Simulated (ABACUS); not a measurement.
# In (I4/mmm) in ABACUS: reference runs

Aim: a first look at In with PBE, on the cell as given and on a disturbed one.

Everything below comes from runs of ABACUS 3.10.1. Logs are shortened: lines on timing, memory, paths and dates and some standing lists are left out, and cuts for length are marked.

## (1) The crystal as given

The structure is tetragonal, space group I4/mmm (No. 139). Conventional cell: a = 3.251 Å, b = 3.251 Å, c = 4.947 Å, α = 90.00°, β = 90.00°, γ = 90.00°. Around In (site symmetry 4/mmm) lie 12 In at 3.25 to 3.38 Å.

## (2) Single point, PBE

INPUT reads:

```
INPUT_PARAMETERS
suffix              In
calculation         scf
basis_type          pw
pseudo_dir          ./
symmetry            1
dft_functional      pbe
ecutwfc             71
pseudo_rcut         10
nspin               1
nbands              11
ks_solver           dav
smearing_method     fd
smearing_sigma      0.00367493
scf_thr             1e-08
scf_nmax            100
mixing_type         broyden
mixing_beta         0.7
cal_force           1
cal_stress          1
out_chg             1
out_pot             2
out_elf             1
```

STRU reads:

```
ATOMIC_SPECIES
In 114.8180 In.upf

LATTICE_CONSTANT
1.8897261246

LATTICE_VECTORS
-1.6254700000 1.6254700000 2.4737000000
1.6254700000 -1.6254700000 2.4737000000
1.6254700000 1.6254700000 -2.4737000000

ATOMIC_POSITIONS
Direct

In
0.0
1
0.0000000000 0.0000000000 0.0000000000 1 1 1
```

KPT reads:

```
K_POINTS
0
Gamma
11 11 11 0 0 0
```

Potentials or basis: PseudoDojo NC SR 0.4.1 PBE standard, plane waves.

Command:

```console
$ OMP_NUM_THREADS=1 mpirun -np 4 abacus > log
```

running log:

```text
ABACUS v3.10.1

               Atomic-orbital Based Ab-initio Computation at UStc

 ------------------------------------------------------------------------------------

 READING GENERAL INFORMATION
                           global_out_dir = OUT.In/
                           global_in_card = INPUT
                               pseudo_dir = ./
                              orbital_dir =
                                    DSIZE = 4
                                    GSIZE = 1

 READING UNITCELL INFORMATION
                                    ntype = 1
                  lattice constant (Bohr) = 1.88973
              lattice constant (Angstrom) = 1

 READING ATOM TYPE 1
                               atom label = In
                      L=0, number of zeta = 1
                      L=1, number of zeta = 1
                      L=2, number of zeta = 1
             number of atom for this type = 1

                        TOTAL ATOM NUMBER = 1
DIRECT COORDINATES
    atom                   x                   y                   z     mag                  vx                  vy                  vz
taud_In1            0.0000000000        0.0000000000        0.0000000000  0.0000        0.0000000000        0.0000000000        0.0000000000

                          Volume (Bohr^3) = 176.426
                             Volume (A^3) = 26.1435

 Lattice vectors: (Cartesian coordinate: in unit of a_0)
             -1.62547            +1.62547             +2.4737
             +1.62547            -1.62547             +2.4737
             +1.62547            +1.62547             -2.4737
 Reciprocal vectors: (Cartesian coordinate: in unit of 2 pi/a_0)
                   +0           +0.307603           +0.202126
            +0.307603                  +0           +0.202126
            +0.307603           +0.307603                  +0
 The esolver type has been set to : ksdft_pw

                PAO radial cut off (Bohr) = 10

 Read in pseudopotential file is In.upf
                     pseudopotential type = NC
          exchange-correlation functional = PBE
                 nonlocal core correction = 1
                        valence electrons = 13
                                     lmax = 2
                           number of zeta = 3
                     number of projectors = 6
                           L of projector = 0
                           L of projector = 0
                           L of projector = 1
                           L of projector = 1
                           L of projector = 2
                           L of projector = 2
     initial pseudo atomic orbital number = 9

 SETUP THE ELECTRONS NUMBER
            electron number of element In = 13
      total electron number of element In = 13
            AUTOSET number of electrons:  = 13
                           occupied bands = 7
                                   NBANDS = 11
                                   NLOCAL = 9

%%%%%%%%%%%%%%%%%%%%%%%%%%%%%%%%%%%%%%%%%%%%%%%%%%%%%%%%%%%%%%%%%%%%%%%%%%%%%%%%%%%%%%%%%%%%%%%%%%%%%%%%%%
 Warning: the number of valence electrons in pseudopotential > 3 for In: [Kr] 4d10 5s2 5p1
 Pseudopotentials with additional electrons can yield (more) accurate outcomes, but may be less efficient.
 If you're confident that your chosen pseudopotential is appropriate, you can safely ignore this warning.
%%%%%%%%%%%%%%%%%%%%%%%%%%%%%%%%%%%%%%%%%%%%%%%%%%%%%%%%%%%%%%%%%%%%%%%%%%%%%%%%%%%%%%%%%%%%%%%%%%%%%%%%%%

 SETUP THE PLANE WAVE BASIS
 energy cutoff for charge/potential (unit:Ry) = 284
            fft grid for charge/potential = [ 36, 36, 36 ]
                        fft grid division = [ 1, 1, 1 ]
        big fft grid for charge/potential = [ 36, 36, 36 ]
                                     nbxx = 11664
                                     nrxx = 11664

 SETUP PLANE WAVES FOR CHARGE/POTENTIAL
                    number of plane waves = 14229
                         number of sticks = 923

 PARALLEL PW FOR CHARGE/POTENTIAL
     PROC   COLUMNS(POT)             PW
        1            231           3558
        2            230           3557
        3            231           3557
        4            231           3557
 --------------- sum -------------------
        4            923          14229
                            number of |g| = 797
                                  max |g| = 25.6813
                                  min |g| = 0.135475

----------- Double Check Mixing Parameters Begin ------------
mixing_type: broyden
mixing_beta: 0.7
mixing_gg0: 1
mixing_gg0_min: 0.1
mixing_ndim: 8
----------- Double Check Mixing Parameters End ------------

 LATTICE VECTORS: (CARTESIAN COORDINATE: IN UNIT OF A0)
             -1.62547            +1.62547             +2.4737
[... 32 lines left out ...]
(for reciprocal lattice: )
                             BRAVAIS TYPE = 6
                     BRAVAIS LATTICE NAME = 06. Tetrogonal I (body-centered)
                                    ibrav = 6
                       right hand lattice = 1
(for k-lattice: )
                             BRAVAIS TYPE = 6
                     BRAVAIS LATTICE NAME = 06. Tetrogonal I (body-centered)
                                    ibrav = 6
                       right hand lattice = 1
                        ROTATION MATRICES = 16
                               nkstot_ibz = 126
K-POINTS REDUCTION ACCORDING TO SYMMETRY
     IBZ    DIRECT_X    DIRECT_Y    DIRECT_Z  WEIGHT  ibz2bz
       1  0.00000000  0.00000000  0.00000000  0.0008       0
       2 -0.09090909  0.00000000  0.09090909  0.0060       1
       3 -0.18181818  0.00000000  0.18181818  0.0060       2
       4 -0.27272727  0.00000000  0.27272727  0.0060       3
       5 -0.36363636  0.00000000  0.36363636  0.0060       4
       6 -0.45454545  0.00000000  0.45454545  0.0060       5
[... 22 lines left out ...]
      29 -0.27272727  0.36363636 -0.09090909  0.0120      40
      30 -0.27272727  0.27272727  0.00000000  0.0030      41
[... 96 further k points ...]

                               nkstot now = 126
[... K-POINTS DIRECT COORDINATES: 126 rows ...]

           k-point number in this process = 126
       minimum distributed K point number = 126
[... stars of the k points ...]

[... K-POINTS CARTESIAN COORDINATES: 126 rows ...]

[... K-POINTS DIRECT COORDINATES: 126 rows ...]

 SETUP PLANE WAVES FOR WAVE FUNCTIONS
     energy cutoff for wavefunc (unit:Ry) = 71
              fft grid for wave functions = [ 36, 36, 36 ]
                    number of plane waves = 2855
                         number of sticks = 311

 PARALLEL PW FOR WAVE FUNCTIONS
     PROC   COLUMNS(POT)             PW
        1             77            714
        2             78            713
        3             78            714
        4             78            714
 --------------- sum -------------------
        4            311           2855

 SETUP NONLOCAL PSEUDOPOTENTIALS IN PLANE WAVE BASIS
 In non-local projectors:
 projector 1 L=0
 projector 2 L=0
 projector 3 L=1
 projector 4 L=1
 projector 5 L=2
 projector 6 L=2
      TOTAL NUMBER OF NONLOCAL PROJECTORS = 18

 Init Non-Local PseudoPotential table :
 Init Non-Local-Pseudopotential done.

                                     npwx = 453

 Make real space PAO into reciprocal space.
       max mesh points in Pseudopotential = 1001
     dq(describe PAO in reciprocal space) = 0.01
                                    max q = 1015

 number of pseudo atomic orbitals for In is 3
WARNING: norm of atomic wavefunction # 2 of atomic type In is 0.999992, renormalized
WARNING: norm of atomic wavefunction # 3 of atomic type In is 0.998067, renormalized

 -------------------------------------------
 SELF-CONSISTENT
 -------------------------------------------
                                 init_chg = atomic

 PW ALGORITHM --------------- ION=   1  ELEC=   1--------------------------------
 Notice: Threshold on eigenvalues was too large.
 hsover_error=0.13 > DRHO=0.00626025
 Origin diag ethr = 0.01
 New diag ethr = 4.81558e-05

 Density error is 0.00635532695825
                          Error Threshold = 4.81558000221e-05
----------------------------------------------------------
     Energy           Rydberg                 eV
----------------------------------------------------------
 E_KohnSham     -132.9028872569      -1808.2365473448
 E_Harris       -133.5340082136      -1816.8233884837
 E_Fermi        0.7851188468         10.6820899239
----------------------------------------------------------
[... 51 lines left out ...]
 Density error is 3.37952028833e-09
                          Error Threshold = 1.72326946921e-10
----------------------------------------------------------
     Energy           Rydberg                 eV
----------------------------------------------------------
 E_KohnSham     -132.9042286204      -1808.2547975315
 E_KS(sigma->0) -132.9040851565      -1808.2528456063
 E_Harris       -132.9039794246      -1808.2514070500
 E_band         -1.4624933233        -19.8982424836
 E_one_elec     -33.2964680458       -453.0216886976
 E_Hartree      27.4885306631        374.0006466660
 E_xc           -40.0760240456       -545.2622802054
 E_Ewald        -87.0199802644       -1183.9675714441
 E_entropy(-TS) -0.0002869276        -0.0039038503
 E_descf        0.0000000000         0.0000000000
 E_exx          0.0000000000         0.0000000000
 E_Fermi        0.7778363643         10.5830066658
----------------------------------------------------------

 charge density convergence is achieved
 final etot is -1808.2547975 eV
 EFERMI = 10.583006666 eV
The vacuum level is 11.539638504 eV

 STATE ENERGY(eV) AND OCCUPATIONS    NSPIN == 1
 1/126 kpoint (Cartesian) = 0.0000 0.0000 0.0000 (448 pws)
       1       -4.18809     0.00150263
       2       -4.07811     0.00150263
       3       -4.07811     0.00150263
       4       -3.99635     0.00150263
       5       -3.89895     0.00150263
       6       0.998311     0.00150263
       7        21.1083        0.00000
       8        21.1083        0.00000
       9        21.2726        0.00000
      10        22.3620        0.00000
      11        24.4925        0.00000
[... 53 lines left out ...]
 6/126 kpoint (Cartesian) = 0.13982 0.0000 -0.091876 (443 pws)
       1       -4.18043      0.0120210
       2       -4.14777      0.0120210
       3       -4.06328      0.0120210
       4       -3.81293      0.0120210
       5       -3.77696      0.0120210
       6        5.61309      0.0120210
       7        7.88885      0.0120210
       8        18.1547    2.05663e-68
       9        19.7426    3.31523e-82
      10        21.8414        0.00000
      11        22.0052        0.00000

[... levels at 120 further k points ...]

------------------------------------------------------------------------------------------
 TOTAL-FORCE (eV/Angstrom)
------------------------------------------------------------------------------------------
                       In1         0.0000000000         0.0000000000         0.0000000000
------------------------------------------------------------------------------------------

----------------------------------------------------------------
 TOTAL-STRESS (KBAR)
----------------------------------------------------------------
        21.9372907596         0.0000000000        -0.0000000000
         0.0000000000        21.9372907596         0.0000000000
        -0.0000000000        -0.0000000000        16.5299942290
----------------------------------------------------------------
 TOTAL-PRESSURE: 20.134859 KBAR

 --------------------------------------------
 !FINAL_ETOT_IS -1808.2547975314512314 eV
 --------------------------------------------
```

Wall time 9.4 s (4 MPI ranks of Intel Xeon 6975P-C (Granite Rapids), shared host); peak memory 0.24 GiB.

What came out:

| Item | Value |
| --- | --- |
| Free energy | -1808.2548 eV |
| Pressure | 2.0 GPa |
| Band gap on the k mesh | none (metal or under the smearing width) |

Levels at points of the mesh, in eV from the Fermi level:
```tsv
k point	band 4	band 5	band 6	band 7	band 8
(0.00, 0.00, 0.00)	-14.58	-14.48	-9.58	10.53	10.53
```

## (3) Single point, PBE (cell strained at random at fixed volume)

INPUT: that of step 2 with these lines changed.

```diff
@@ -20,4 +20,2 @@
 cal_stress          1
-out_chg             1
-out_pot             2
-out_elf             1
+kpar                4
```

STRU reads:

```
ATOMIC_SPECIES
In 114.8180 In.upf

LATTICE_CONSTANT
1.8897261246

LATTICE_VECTORS
-1.6429890000 1.5767760000 2.4320890000
1.6580180000 -1.6317970000 2.4781180000
1.6519890000 1.6407960000 -2.4682430000

ATOMIC_POSITIONS
Direct

In
0.0
1
-0.0085280000 0.0031470000 -0.0000280000 1 1 1
```

KPT is that of step 2.

Potentials or basis: PseudoDojo NC SR 0.4.1 PBE standard, plane waves.

Command:

```console
$ OMP_NUM_THREADS=1 mpirun -np 4 abacus > log
```

running log:

```text
ABACUS v3.10.1

               Atomic-orbital Based Ab-initio Computation at UStc

 ------------------------------------------------------------------------------------

 READING GENERAL INFORMATION
                           global_out_dir = OUT.In/
                           global_in_card = INPUT
                               pseudo_dir = ./
                              orbital_dir =
                                    DSIZE = 4
                                    GSIZE = 1

 READING UNITCELL INFORMATION
                                    ntype = 1
                  lattice constant (Bohr) = 1.88973
              lattice constant (Angstrom) = 1

 READING ATOM TYPE 1
                               atom label = In
                      L=0, number of zeta = 1
[... 382 lines left out ...]
 6/167 kpoint (Cartesian) = -0.00066790 0.14233 0.094168 (1777 pws)
       1       -4.18226     0.00300526
       2       -4.12867     0.00300526
       3       -4.08021     0.00300526
       4       -3.80801     0.00300526
       5       -3.76580     0.00300526
       6        5.83498     0.00300526
       7        8.10684     0.00300526
       8        18.0081    6.48668e-68
       9        19.1991    2.93556e-78
      10        21.5005        0.00000
      11        21.9789        0.00000

[... levels at 161 further k points ...]

------------------------------------------------------------------------------------------
 TOTAL-FORCE (eV/Angstrom)
------------------------------------------------------------------------------------------
                       In1         0.0000000000         0.0000000000         0.0000000000
------------------------------------------------------------------------------------------

----------------------------------------------------------------
 TOTAL-STRESS (KBAR)
----------------------------------------------------------------
        17.4235124365        -0.0812766775        -0.2853042603
        -0.0812766775        28.7645902032         2.8025436568
        -0.2853042603         2.8025436568        14.8126476791
----------------------------------------------------------------
 TOTAL-PRESSURE: 20.333583 KBAR

 --------------------------------------------
 !FINAL_ETOT_IS -1808.2533643673816641 eV
 --------------------------------------------
```

stdout:

```text
ABACUS v3.10.1

               Atomic-orbital Based Ab-initio Computation at UStc

%%%%%%%%%%%%%%%%%%%%%%%%%%%%%%%%%%%%%%%%%%%%%%%%%%%%%%%%%%%%%%%%%%%%%%%%%%%%%%%%%%%%%%%%%%%%%%%%%%%%%%%%%
 Warning: the number of valence electrons in pseudopotential > 3 for In: [Kr] 4d10 5s2 5p1
[... 31 lines left out ...]
 TOTAL-STRESS (KBAR)
----------------------------------------------------------------
        17.4235124365        -0.0812766775        -0.2853042603
        -0.0812766775        28.7645902032         2.8025436568
        -0.2853042603         2.8025436568        14.8126476791
----------------------------------------------------------------
 TOTAL-PRESSURE: 20.333583 KBAR
```

Wall time 35 s (4 MPI ranks of Intel Xeon 6975P-C (Granite Rapids), shared host); peak memory 0.48 GiB.

What came out:

| Quantity | Value |
| --- | --- |
| Free energy | -1808.2534 eV |
| Pressure | 2.0 GPa |
| Band gap on the k mesh | none (metal or under the smearing width) |

Levels at points of the mesh, in eV from the Fermi level:
| k point | band 2 | band 3 | band 4 | band 5 | band 6 | band 7 | band 8 |
| --- | --- | --- | --- | --- | --- | --- | --- |
| (0.00, 0.00, 0.00) | -14.67 | -14.63 | -14.55 | -14.47 | -9.57 | 10.11 | 10.50 |
